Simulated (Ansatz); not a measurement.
Crystal: Fe2Ge.

```
Ge Fe
1.0
     4.16363    0.00000    0.00000
    -2.08182    3.60581    0.00000
     0.00000    0.00000    2.62647
Ge Fe
1 2
Cartesian
  0.0000 0.0000 0.0000
  0.0000 2.4039 1.3132
  2.0818 1.2019 1.3132
```

The cell comes from a database or a generator and needn't be the stable form of this composition.

Base run:

| Property | Result |
| --- | --- |
| Program | Ansatz 0.2.0 |
| Functional | PBEsol |
| Potentials or basis | Ansatz PAW |
| Cutoff | 420 eV (not typed: the program's choice for these potentials) |
| k mesh | 6 × 6 × 8 |
| Occupations | fermi-dirac, width 0.05 eV |
| Spin | collinear spin, ferromagnetic start |
| Starting moments | [0.0, 3.75, 3.75] μB |
| Fixed moment | 7.5 μB |

Its results: pressure 17.0 GPa; site moments Ge +0.36; Fe +3.21 μB.

Q: After a change of settings the same cell gave: pressure -17.7 GPa; site moments Ge -0.05; Fe +1.52 μB. Which change was it?
A. fixed moment from 7.5 μB to 6 μB; moments at the start from [0.0, 3.75, 3.75] to [0.0, 3.0, 3.0]
B. fixed moment from 7.5 μB to 12 μB; moments at the start from [0.0, 3.75, 3.75] to [0.0, 6.0, 6.0]
C. fixed moment from 7.5 μB to 9 μB; moments at the start from [0.0, 3.75, 3.75] to [0.0, 4.5, 4.5]
D. fixed moment from 7.5 μB to 3 μB; moments at the start from [0.0, 3.75, 3.75] to [0.0, 1.5, 1.5]

A: D.

Caveats: the total moment is fixed, so each spin has its own Fermi level; the PAW data sets come from PBE, with cores solved anew for the run's functional, which leaves a small shift of forces and pressure; the thresholds are loose for stress.
